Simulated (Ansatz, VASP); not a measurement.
**SiC (Moissanite): VASP beside Ansatz**

```
CELL_PARAMETERS angstrom
3.09144 0.00000 0.00000
-1.54572 2.67726 0.00000
0.00000 0.00000 5.07511
ATOMIC_POSITIONS crystal
Si 0.33333 0.66667 0.00461
Si 0.66667 0.33333 0.50461
C 0.33333 0.66667 0.38039
C 0.66667 0.33333 0.88039
```

Alike in both runs: task relaxation of cell and atoms; functional PBE; k mesh 12 × 12 × 6; occupations gaussian, width 0.02 eV; no spin polarisation.

```csv
,VASP,Ansatz
version,VASP 6.6.1,Ansatz 0.2.0
potentials or method,"VASP PAW PBE potentials, release 64 (Si, C)","scalar-relativistic, plane waves, PAW"
plane-wave cutoff (eV),600,420
valence electrons in the cell,16,16
```

VASP gave:

```
gap on the k mesh at the Fermi level, each at its own relaxed structure (eV) : 2.30
relaxed volume (Å³/atom)                                                     : 10.49
relaxed cell length with the largest relative difference (Å)                 : 3.091
```

Task: Which values does Ansatz return?

Result: gap on the k mesh at the Fermi level, each at its own relaxed structure (eV): 2.31; relaxed volume (Å³/atom): 10.50; relaxed cell length with the largest relative difference (Å): 3.092.

A k mesh can miss the band edges. Expect the measured gap to be larger: semilocal functionals such as PBE lack the derivative discontinuity.
